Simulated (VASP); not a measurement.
# Re in VASP: relaxation of the atoms with PBE+D3

Aim: the relaxation of the atoms of Re with PBE+D3.

All numbers are computed with VASP 6.6.1; they aren't measurements. Logs are shortened: lines on timing, memory, paths and dates and some standing lists are left out, and cuts for length are marked.

### Step 1. The undisturbed slab

The cell holds a slab with vacuum, 5 atoms: a = 2.765 Å, b = 2.765 Å, c = 23.947 Å, α = 90.00°, β = 90.00°, γ = 120.00°.

The slab is cut from a database's or a generator's crystal, which needn't be the stable form of the element.

### Step 2. Relaxation of the atoms, PBE+D3 (the (0 0 1) slab of Re, cut from the database cell, not relaxed)

File INCAR:

```
SYSTEM = Re
ALGO = Normal
DIPOL = 0.5 0.5 0.500
EDIFF = 1E-6
EDIFFG = -0.01
ENCUT = 520
GGA = PE
IBRION = 2
IDIPOL = 3
ISIF = 2
ISMEAR = 0
IVDW = 11
LASPH = .TRUE.
LCHARG = .FALSE.
LDIPOL = .TRUE.
LREAL = .FALSE.
LWAVE = .FALSE.
NELM = 60
NSW = 60
PREC = Accurate
SIGMA = 0.05
```

File KPOINTS:

```
k-points
0
G
  11 11 1
  0 0 0
```

File POSCAR:

```
Re
1.0
    2.7653363785      0.0000000000      0.0000000000
   -1.3826681892      2.3948515538      0.0000000000
    0.0000000000      0.0000000000     23.9471532600
Re
5
Selective dynamics
Direct
    0.3333333300      0.6666666600      0.3131896271  F F F
    0.6666666700      0.3333333400      0.4065948136  F F F
    0.3333333300      0.6666666600      0.5000000000  T T T
    0.6666666700      0.3333333400      0.5934051864  T T T
    0.3333333300      0.6666666600      0.6868103729  T T T
```

Potentials or basis: VASP PAW PBE potentials, release 64 (Re).

Launch:

```sh
$ cat potpaw_PBE.64/Re/POTCAR > POTCAR
$ mpirun -np 1 vasp_std > vasp.out
```

OUTCAR:

```text
SYSTEM = Re
   EDIFF = 1E-6
   EDIFFG = -0.01
   ENCUT = 520
   GGA = PE
   IBRION = 2
   ISIF = 2
   ISMEAR = 0
   IVDW = 11
   LASPH = .TRUE.
   LREAL = .FALSE.
   NELM = 60
   NSW = 60
   PREC = Accurate
 IVDW          = 11

 ion  position               nearest neighbor table
   1  0.333  0.667  0.313-   2 2.75   2 2.75   2 2.75
   2  0.667  0.333  0.407-   3 2.75   3 2.75   1 2.75   1 2.75   3 2.75   1 2.75
   3  0.333  0.667  0.500-   2 2.75   4 2.75   2 2.75   4 2.75   2 2.75   4 2.75
   4  0.667  0.333  0.593-   3 2.75   3 2.75   5 2.75   5 2.75   3 2.75   5 2.75
   5  0.333  0.667  0.687-   4 2.75   4 2.75   4 2.75

  LATTYP: Found a hexagonal cell.
 ALAT       =     2.7653363785
 C/A-ratio  =     8.6597614114

  Lattice vectors:

 A1 = (   2.7653363785,   0.0000000000,   0.0000000000)
 A2 = (  -1.3826681892,   2.3948515538,   0.0000000000)
 A3 = (   0.0000000000,   0.0000000000,  23.9471532600)

Analysis of symmetry for initial positions (statically):
=====================================================================
 Subroutine PRICEL returns:
 Original cell was already a primitive cell.

 Routine SETGRP: Setting up the symmetry group for a
 hexagonal supercell.

 Subroutine GETGRP returns: Found 12 space group operations
 (whereof 12 operations were pure point group operations)
 out of a pool of 24 trial point group operations.

The static configuration has the point symmetry D_3h.

Analysis of symmetry for dynamics (positions and initial velocities):
=====================================================================
 Subroutine PRICEL returns:
 Original cell was already a primitive cell.

 Routine SETGRP: Setting up the symmetry group for a
 hexagonal supercell.

 Subroutine GETGRP returns: Found 12 space group operations
 (whereof 12 operations were pure point group operations)
 out of a pool of 24 trial point group operations.

The dynamic configuration has the point symmetry D_3h.

Analysis of constrained symmetry for selective dynamics:
=====================================================================
 Subroutine PRICEL returns:
 Original cell was already a primitive cell.

 Routine SETGRP: Setting up the symmetry group for a
 hexagonal supercell.

 Subroutine GETGRP returns: Found  6 space group operations
 (whereof  6 operations were pure point group operations)
 out of a pool of 24 trial point group operations.

The constrained configuration has the point symmetry C_3v.

 Subroutine INISYM returns: Found  6 space group operations
 (whereof  6 operations are pure point group operations),
 and found     1 'primitive' translations

----------------------------------------------------------------------------------------

                                     Primitive cell

  volume of cell :     158.5917

  direct lattice vectors                    reciprocal lattice vectors
     2.765336378  0.000000000  0.000000000     0.361619660  0.208781208  0.000000000
    -1.382668189  2.394851554  0.000000000     0.000000000  0.417562416  0.000000000
     0.000000000  0.000000000 23.947153260     0.000000000  0.000000000  0.041758617

  length of vectors
     2.765336378  2.765336378 23.947153260     0.417562416  0.417562416  0.041758617

  position of ions in fractional coordinates (direct lattice)
     0.333333330  0.666666660  0.313189627
     0.666666670  0.333333340  0.406594814
     0.333333330  0.666666660  0.500000000
     0.666666670  0.333333340  0.593405186
     0.333333330  0.666666660  0.686810373

  ion indices of the primitive-cell ions
   primitive index   ion index
                 1           1
                 2           2
[... 57 lines left out ...]
   PREC   = accura    normal or accurate (medium, high low for compatibility)
   ISTART =      0    job   : 0-new  1-cont  2-samecut
   ICHARG =      2    charge: 1-file 2-atom 10-const
   ISPIN  =      1    spin polarized calculation?
   LNONCOLLINEAR =      F non collinear calculations
   LSORBIT =      F    spin-orbit coupling
   LASPH  =      T    aspherical Exc in radial PAW
   ENCUT  =  520.0 eV  38.22 Ry    6.18 a.u.   5.14  5.14 44.53*2*pi/ulx,y,z
   NELM   =     60;   NELMIN=  2; NELMDL= -5     # of ELM steps
   EDIFF  = 0.1E-05   stopping-criterion for ELM
   LREAL  =      F    real-space projection
   EDIFFG = -.1E-01   stopping-criterion for IOM
   NSW    =     60    number of steps for IOM
   IBRION =      2    ionic relax: 0-MD 1-quasi-New 2-CG
   NFREE  =      1    steps in history (QN), initial steepest desc. (CG)
   ISIF   =      2    stress and relaxation
   ISYM   =      2    0-nonsym 1-usesym 2-fastsym
   POTIM  = 0.5000    time-step for ionic-motion
   TEBEG  =    0.0;   TEEND  =   0.0 temperature during run
   PSTRESS=    0.0 pullay stress
   NELECT =      35.0000    total number of electrons
   NUPDOWN=      -1.0000    fix difference up-down
   EMIN   =  10.00;   EMAX   =-10.00  energy-range for DOS
   EFERMI =   0.00;   METHOD = LEGACY
   ISMEAR =     0;   SIGMA  =   0.05  broadening in eV -4-tet -1-fermi 0-gaus
   EFERMI_NEDOS =   21; number of points for ismear=-14 and -15
   IALGO  =     38    algorithm
   IMIX   =      4    mixing-type and parameters
     AMIX     =   0.40;   BMIX     =  1.00
     AMIX_MAG =   1.60;   BMIX_MAG =  1.00
  volume/ion in A,a.u.               =      31.72       214.05
  Fermi-wavevector in a.u.,A,eV,Ry     =   0.989321  1.869546 13.316792  0.978757
  Thomas-Fermi vector in A             =   2.120912
   LORBIT       =      0    0 simple, 1 ext, 2 COOP (PROOUT), +10 PAW based schemes
   GGA     = PE    functional components
   LHFCALC =     F    Hartree Fock is set to
   AEXX    =    0.0000 exact exchange contribution
   IVDW    =    11    specifies the selected vdW correction
   LEPSILON=     F    determine dielectric tensor
   LRPA    =     F    only Hartree local field effects (RPA)
 conjugate gradient relaxation of ions
 non-spin polarized calculation
 Gauss-broadening in eV      SIGMA  =   0.05
  energy-cutoff  :      520.00
  volume of cell :      158.59
 maximum number of plane-waves:      4303
 NGX is ok and might be reduce to    24
   NGX = 11   NGY = 11   NGZ = 89

--------------------------------------- Ionic step        1  -------------------------------------------

 number of electron      35.0000000 magnetization

 Free energy of the ion-electron system (eV)
  ---------------------------------------------------
  ext. energy  EPLUGINS =         0.00000000
  ---------------------------------------------------
  free energy    TOTEN  =       -59.78758737 eV

  energy without entropy =      -59.78033827  energy(sigma->0) =      -59.78396282

------------------------ aborting loop EDIFF was not reached (unconverged)  ----------------------------

 Edisp (eV)   -2.14503

 E8    (eV) :    -1.4895

  FORCE on cell =-STRESS in cart. coord.  units (eV):
  Direction    XX          YY          ZZ          XY          YZ          ZX
  --------------------------------------------------------------------------------------
  -------------------------------------------------------------------------------------
  Total      -7.37839    -7.37839    -4.37552    -0.00000    -0.00000     0.00000
  in kB     -74.54039   -74.54039   -44.20380    -0.00000    -0.00000     0.00000
  external pressure =      -64.43 kB  Pullay stress =        0.00 kB
[... 26 lines left out ...]
--------------------------------------- Ionic step        2  -------------------------------------------

 number of electron      35.0000000 magnetization

------------------------ aborting loop EDIFF was not reached (unconverged)  ----------------------------

 Edisp (eV)   -2.14591

 E8    (eV) :    -1.4904

  FORCE on cell =-STRESS in cart. coord.  units (eV):
  Direction    XX          YY          ZZ          XY          YZ          ZX
  --------------------------------------------------------------------------------------
  -------------------------------------------------------------------------------------
  Total      -6.72994    -6.72994    -3.26679    -0.00000     0.00000    -0.00000
  in kB     -67.98942   -67.98942   -33.00283    -0.00000     0.00000    -0.00000
  external pressure =      -56.33 kB  Pullay stress =        0.00 kB
[... 63 lines left out ...]
  FREE ENERGIE OF THE ION-ELECTRON SYSTEM (eV)
  ---------------------------------------------------
  free  energy   TOTEN  =       -61.9924798093 eV

  energy  without entropy=      -61.9882897482  energy(sigma->0) =      -61.99038478

 vacuum level on the upper side and lower side of the slab       (xc-potential included)        -0.180        -0.081

 dipolmoment           0.000000      0.000000      0.000601 electrons x Angstroem

[... ionic steps 4 to 11 ...]

--------------------------------------- Ionic step       12  -------------------------------------------

 number of electron      34.9999998 magnetization

------------------------ aborting loop because EDIFF is reached ----------------------------------------
[... 81 lines left out ...]
--------------------------------------- Ionic step       14  -------------------------------------------

 number of electron      34.9999998 magnetization

 dipolmoment           0.000000      0.000000     -0.004018 electrons x Angstroem

 Free energy of the ion-electron system (eV)
  ---------------------------------------------------
  ext. energy  EPLUGINS =         0.00000000
  ---------------------------------------------------
  free energy    TOTEN  =       -59.84167982 eV

  energy without entropy =      -59.83770783  energy(sigma->0) =      -59.83969383

 E-fermi :   1.0247     XC(G=0):  -7.2491

 val. band max:        1.0141254318   @ k =   0.0909   0.0909   0.0000
 cond. band min:       1.0747152412   @ k =   0.3636   0.0909   0.0000
 fundamental gap:      0.0605898094
 Fermi energy:         1.0246942664

 k-point     1 :       0.0000    0.0000    0.0000
  band No.  band energies     occupation
      1      -8.4737      2.00000
      2      -7.5190      2.00000
      3      -6.2350      2.00000
      4      -5.5829      2.00000
      5      -5.5390      2.00000
      6      -1.3180      2.00000
[... 373 lines left out ...]
     20       3.0650      0.00000
     21       3.3912      0.00000

------------------------ aborting loop because EDIFF is reached ----------------------------------------

 vacuum level on the upper side and lower side of the slab       (xc-potential included)        -0.060         0.047

 Edisp (eV)   -2.15300

 E8    (eV) :    -1.4964

  FORCE on cell =-STRESS in cart. coord.  units (eV):
  Direction    XX          YY          ZZ          XY          YZ          ZX
  --------------------------------------------------------------------------------------
  -------------------------------------------------------------------------------------
  Total      -6.40422    -6.40422    -2.09388    -0.00000     0.00000    -0.00000
  in kB     -64.69886   -64.69886   -21.15350    -0.00000     0.00000    -0.00000
  external pressure =      -50.18 kB  Pullay stress =        0.00 kB
[... 20 lines left out ...]
  FREE ENERGIE OF THE ION-ELECTRON SYSTEM (eV)
  ---------------------------------------------------
  free  energy   TOTEN  =       -61.9946809632 eV

  energy  without entropy=      -61.9907089779  energy(sigma->0) =      -61.99269497

 reached required accuracy - stopping structural energy minimisation

 vacuum level on the upper side and lower side of the slab         6.062         6.170
```

Run time: 20 min. Hardware: 1 thread of Intel Xeon Platinum 8488C (Sapphire Rapids), shared host; peak memory 0.34 GiB.

Results:

* Free energy: -61.9947 eV
* Energy gained by relaxing: 12.4 meV/atom
* Ionic steps: 14
* Dispersion energy per atom: -0.431 eV

Step by step:
| step | energy change (eV) | largest force (eV/Å) | pressure (GPa) |
| --- | --- | --- | --- |
| 1 | 0.0000 | 1.0089 | -6.44 |
| 2 | -0.0586 | 0.9294 | -5.63 |
| 3 | -0.0599 | 0.9201 | -5.47 |
| 4 | -0.0598 | 0.9212 | -5.46 |
| 5 | -0.0604 | 0.9203 | -5.40 |
| 6 | -0.0609 | 0.9227 | -5.30 |
| 7 | -0.0606 | 0.9260 | -5.11 |
| 8 | -0.0610 | 0.9241 | -5.25 |
| 9 | -0.0615 | 0.9170 | -5.22 |
| 10 | -0.0618 | 0.8982 | -5.17 |
| 11 | -0.0618 | 0.8950 | -5.15 |
| 12 | -0.0620 | 0.8793 | -5.04 |
| 13 | -0.0620 | 0.8802 | -5.05 |
| 14 | -0.0621 | 0.8786 | -5.02 |

Final structure:
```
CELL_PARAMETERS angstrom
2.76534 0.00000 0.00000
-1.38267 2.39485 0.00000
0.00000 0.00000 23.94715
ATOMIC_POSITIONS crystal
Re 0.33333 0.66667 0.31319
Re 0.66667 0.33333 0.40659
Re 0.33333 0.66667 0.49955
Re 0.66667 0.33333 0.59462
Re 0.33333 0.66667 0.68334
```

Caveat: the bands computed are all filled at some k points, so no gap is given. Spin-orbit coupling is left out, which matters for the levels of Re.
